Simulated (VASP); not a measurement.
Here is a VASP 6.6.1 calculation.

The input run.py:

```python
from ase.calculators.vasp import Vasp
from ase.dft.bandgap import bandgap
from ase.spacegroup import crystal

atoms = crystal(
    ['S', 'Mg'],
    basis=[[0.5, 0.0, 0.0], [0.0, 0.0, 0.0]],
    spacegroup=225,
    setting=1,
    cellpar=[4.98623899, 4.98623899, 4.98623899, 90.0, 90.0, 90.0],
    primitive_cell=True,
)
calc = Vasp(
    directory='calc',
    xc='scan',
    pp='PBE',
    setups={'base': 'minimal', 'S': '_GW', 'Mg': '_GW'},
    prec='Accurate',
    encut=550,
    ediff=1e-06,
    ismear=-5,
    sigma=0.05,
    lreal=False,
    lasph=True,
    nelm=100,
    algo='Normal',
    isif=2,
    lwave=False,
    lcharg=False,
    lmixtau=True,
    kpts=[9, 9, 9],
    gamma=True,
    nbands=11,
)
atoms.calc = calc

print('energy (eV):', atoms.get_potential_energy())
print('free energy (eV):', atoms.get_potential_energy(force_consistent=True))
print('forces (eV/A):')
print(atoms.get_forces())
print('stress (eV/A^3, Voigt):', atoms.get_stress())
print('Fermi level (eV):', calc.get_fermi_level())
gap, top, bottom = bandgap(calc)
print('band gap (eV):', gap, 'from (spin, k, band)', top, 'to', bottom)
```

Potentials or basis: VASP PAW PBE potentials, release 64 (S_GW, Mg_GW).

The run is started by

```sh
$ python run.py
```

Estimate the band gap on the k mesh.

3.82 eV, indirect (least direct gap 5.80 eV).

What does it give for the pressure?

12.0 GPa.

Caveat: the PAW data sets were made with another functional, which shifts forces and pressure a little; an odd mesh through Γ misses points on the zone boundary, where band edges often lie.
